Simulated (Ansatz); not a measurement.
Input and command of a calculation in Ansatz (plane waves; scalar-relativistic PAW potentials unless the input names others):

```yaml
crystal:
  lattice:
    - [-1.9077740735, 1.9077740735, 4.276996808]
    - [1.9077740735, -1.9077740735, 4.276996808]
    - [1.9077740735, 1.9077740735, -4.276996808]
  atoms:
    - { symbol: Ti, position: [-0.0068200944, -0.0068200944, 0.0] }
    - { symbol: Al, position: [0.5122749682, 0.5122749682, 0.0] }
    - { symbol: Al, position: [0.7499121609, 0.2499121609, 0.5] }
    - { symbol: Al, position: [0.2499121609, 0.7499121609, 0.5] }
basis:
  ecutwfc: 420
kpoints:
  mp_grid: { grid: [18, 18, 18], shift: [0.5, 0.5, 0.5] }
hamiltonian:
  xc: pbesol
scf:
  occupations: { method: gaussian, width: 0.15 }
  mixing: { preconditioner: kerker }
output:
  forces: true
  eigenvalues: true
  stress: true
```

```bash
ansatz run input.yaml --threads 2 --pin off --max-ram 5120MiB --backend cpu --events-out ev --progress --plain --runs-dir out
```

Abridged log:
```
Basis set: ecut = 420 eV, 1203 PW (Γ), exchange–correlation on 72×72×72 points (8 copies of the dense FFT grid, shifted against one another)
Bands: 15, of which v1, the nominal top of the filled ones, is band 11 counted from 1 (10 counted from 0)
Symmetry: 8 space group operations
k-points: 475 of 5832 (time reversal used)
SCF iter   1: F=—  HF=-4049.136194 eV  |F-HF|=—  |Δ(HF+E_count)|=         —  Δρ=5.09e-3  dr2=1.74e-2  ethr=1.77e-3  ⟨swp⟩=5.3  Hψ=40646  notcnv=0
SCF iter   2: F=—  HF=-4049.133483 eV  |F-HF|=—  |Δ(HF+E_count)|=   2.71e-3  Δρ=2.10e-3  dr2=4.71e-3  ethr=8.30e-5  ⟨swp⟩=3.0  Hψ=17586  notcnv=0  defer=3
SCF iter   3: F=—  HF=-4049.132914 eV  |F-HF|=—  |Δ(HF+E_count)|=   5.69e-4  Δρ=1.06e-3  dr2=7.40e-4  ethr=2.25e-5  ⟨swp⟩=2.0  Hψ=8220  notcnv=0  defer=3
SCF iter   4: F=—  HF=-4049.132756 eV  |F-HF|=—  |Δ(HF+E_count)|=   1.57e-4  Δρ=1.18e-4  dr2=1.42e-5  ethr=3.53e-6  ⟨swp⟩=2.1  Hψ=9488  notcnv=0  defer=3
SCF iter   5: F=—  HF=-4049.132758 eV  |F-HF|=—  |Δ(HF+E_count)|=   1.82e-6  Δρ=3.72e-5  dr2=1.28e-6  ethr=6.77e-8  ⟨swp⟩=2.2  Hψ=10068  notcnv=0  defer=3
SCF iter   6: F=-4049.132758 eV  HF=-4049.132758 eV  |F-HF|=3.31e-8  |Δ(HF+E_count)|=   1.62e-7  Δρ=6.79e-6  dr2=4.01e-8  ethr=4.76e-10  ⟨swp⟩=3.2  Hψ=24807  notcnv=0
the search or the solves at the SCF's close seem to have found levels that the self-consistency loop had missed (the run counts 2). By its estimate they hold under 1e-12 electrons; where the run keeps them, the occupations were computed again with them
SCF 1 converged in 6 iterations: F = -4049.132758 eV  dr2 = 4.01e-8
SCF converged after 6 iterations
Free energy (F): -4049.132758 eV
Harris-Foulkes:  -4049.132758 eV  (|F-HF|=3.31e-8)
Internal energy: -4049.113439 eV  (E = F + TS)
E sigma→0 (E₀):  -4049.123099 eV
Entropy (-TS):   -0.019319 eV (-4.830 meV/atom)
Fermi energy:    9.674472 eV
--- Forces (eV/Å), atoms counted from 1 ---
  atom   1  Ti     0.00000000     0.00000000     0.42528506
  atom   2  Al     0.00000000     0.00000000    -0.43715810
  atom   3  Al     0.00000000     0.00000000     0.00593082
  atom   4  Al     0.00000000     0.00000000     0.00593082
--- Stress (GPa, compression-positive) ---
        0.254759       0.000000       0.000000
        0.000000       0.254759       0.000000
        0.000000       0.000000       0.202614
  P = ⅓ Tr σ = 0.2374 GPa (2.374 kbar)
```

Apart from outputs and empty bands, the input differs from a reference run on usual settings in scf.mixing.preconditioner: not typed → "kerker"; kpoints.mp_grid.shift: not typed → [0.5, 0.5, 0.5]. The reference, at the same geometry (not necessarily relaxed), gave pressure 0.24 GPa, largest force 0.437 eV/Å, no gap on the mesh. This run converged in 6 SCF iterations (reference: 6) with an energy at zero smearing within 0.01 meV/atom of the reference's, pressure 0.24 GPa, largest force 0.437 eV/Å, no gap on the mesh.

It took 58 s on 2 threads of Intel(R) Xeon(R) Processor @ 2.50GHz (Skylake/Cascade Lake), on a shared host, peak memory 0.78 GiB.